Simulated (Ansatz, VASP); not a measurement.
## Sr in VASP and in Ansatz

The input INCAR:

```
SYSTEM = Sr
PREC = Accurate
ENCUT = 600
EDIFF = 1E-6
ISMEAR = -1
SIGMA = 0.1
LREAL = .FALSE.
LASPH = .TRUE.
NELM = 100
ALGO = Normal
ISIF = 3
LWAVE = .FALSE.
LCHARG = .FALSE.
IBRION = 2
NSW = 80
EDIFFG = -0.01
```

The input KPOINTS:

```
Automatic mesh
0
G
  7 7 7
  0 0 0
```

File POSCAR:

```
Sr
1.0
    0.0000000000      4.2364013364      4.2364013364
    4.2364013364      0.0000000000      4.2364013364
    4.2364013364      4.2364013364      0.0000000000
Sr
2
Direct
    0.1250000000      0.1250000000      0.1250000000
    0.8750000000      0.8750000000      0.8750000000
```

Input for Ansatz:

```yaml
crystal:
  lattice:
    - [0.0, 4.2364013364, 4.2364013364]
    - [4.2364013364, 0.0, 4.2364013364]
    - [4.2364013364, 4.2364013364, 0.0]
  atoms:
    - { symbol: Sr, position: [0.125, 0.125, 0.125] }
    - { symbol: Sr, position: [0.875, 0.875, 0.875] }
hamiltonian:
  xc: lda
  pseudopotentials:
    kind: paw
    azcp:
      Sr: "pseudopotentials/Sr.paw.azcp"
basis:
  ecutwfc: 420
  fft_grid_basis: typed
kpoints:
  mp_grid: { grid: [7, 7, 7], shift: [0, 0, 0] }
magnetization:
  spin_polarized: false
scf:
  occupations: { method: fermi_dirac, width: 0.1 }
relax:
  max_steps: 60
  f_tol: 0.01
  cell: {}
```

The cell was built by a generator and needn't be a form met in nature.

Alike in both runs: task relaxation of cell and atoms; functional LDA; k mesh 7 × 7 × 7; occupations fermi-dirac, width 0.1 eV; no spin polarisation.

```csv
,VASP,Ansatz
version,VASP 6.6.1,Ansatz 0.2.0
potentials or method,"VASP PAW LDA potentials, release 64 (Sr_sv)","plane waves (420 eV) with PAW, scalar-relativistic"
plane-wave cutoff (eV),600,420
valence electrons in the cell,20,20
```

Ansatz gave:

* relaxed volume (Å³/atom): 97.63
* relaxed cell length with the largest relative difference (Å): 6.512
* energy change over the relaxation (meV/atom): -50

Task: What did VASP give for the same quantities?

Result: Relaxed volume (Å³/atom): 97.76; relaxed cell length with the largest relative difference (Å): 6.515; energy change over the relaxation (meV/atom): -49.

Ansatz warned: «pseudo_functional_mismatch».

Caveats: the volume moved by over 15 % at a fixed basis, so the end points are rough.
